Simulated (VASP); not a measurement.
Wanted: the native input for a VASP 6.6.1 run.

```
Task                   : single point
Functional             : r2SCAN
Potentials or basis    : VASP PAW PBE potentials, release 64 (Hf_pv, C)
Cutoff                 : 520 eV
k mesh                 : 16 × 16 × 16
Occupations            : gaussian, width 0.1 eV
Spin                   : no spin polarisation
Further INCAR settings : ALGO = Normal; EDIFF = 1e-06
```

The structure of HfC lies in POSCAR:

```
HfC
1.0
    0.0000000000      2.3024500000      2.3024500000
    2.3024500000      0.0000000000      2.3024500000
    2.3024500000      2.3024500000      0.0000000000
Hf C
1 1
Direct
    0.0000000000      0.0000000000      0.0000000000
    0.5000000000      0.5000000000      0.5000000000
```

The cell is a database's computed one.

The input as run:

INCAR

```
PREC = Accurate
ENCUT = 520
EDIFF = 1E-6
ISMEAR = 0
SIGMA = 0.1
LREAL = False
LASPH = True
NELM = 80
ALGO = Normal
ISIF = 2
LWAVE = False
LCHARG = False
METAGGA = R2SCAN
LMIXTAU = True
```

KPOINTS

```
Automatic mesh
0
Gamma
  16 16 16
```

Potentials or basis: VASP PAW PBE potentials, release 64 (Hf_pv, C).

The run is started by

```sh
$ cat potpaw_PBE.64/Hf_pv/POTCAR potpaw_PBE.64/C/POTCAR > POTCAR
$ mpirun -np 1 vasp_std > vasp.out
```

It gave:

- Pressure: 5.0 GPa
- Band gap on the k mesh: none (metal or under the smearing width)

Caveat: the PAW data sets were made with another functional, which shifts forces and pressure a little.

Run time: 54 s on 1 thread of Intel(R) Xeon(R) 6975P-C (Granite Rapids), with other jobs on the host, peak memory 0.18 GiB.
